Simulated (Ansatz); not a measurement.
**Be2Se3 and its competing phases**

Level of theory: DFT PBE, scalar-relativistic, plane waves, PAW (Ansatz). Settings: cutoff 420 eV, Γ-centred meshes spaced at most about 0.3 Å⁻¹, and about 0.25 Å⁻¹ or finer for metals (2π included), Gaussian smearing. No spin polarisation.

The zero of energy is the elements' standard structures at the same level; no fitted shifts are applied.

These are static total energies at zero pressure. Weakly bound directions are ill-defined at this level, which has no dispersion term (Be2Se3 R-3m). The reference form of Se is held partly by dispersion forces, which this level lacks.

The competitors are the elements and 1 reference phase of this chemical system (from databases or known types: BeSe), relaxed at the same level; other known phases may be missing.

The candidate was reached from: Br2Cl3 type (R-3m).

```xyz
5
Lattice="3.6637 2.1152 2.5899 -3.6637 2.1152 2.5899 0.0000 -4.2304 2.5899" Properties=species:S:1:pos:R:3 pbc="T T T"
Be    0.0000    0.0000    6.3894
Be    0.0000    0.0000    1.3802
Se   -1.8318    1.0576    1.2949
Se    0.0000   -2.1152    1.2949
Se    1.8318    1.0576    1.2949
```

The lowest competing mixture at this composition:

```tsv
phase	space group	source	share of atoms	ΔE_f (eV/atom)
Se	-	element	0.2000	0.000
BeSe	F-43m (No. 216)	COD	0.8000	-0.797
```

Task: What are the hull's energy here, the candidate's formation energy and its margin?

Result: The hull lies at -0.638 eV/atom, the weighted sum of the last column. The candidate has 0.114 eV/atom, which is 0.75 eV/atom above it. The candidate matches no cell in the subsets of the Crystallography Open Database and the Materials Project at hand. The margin is far too high for a likely synthesis.
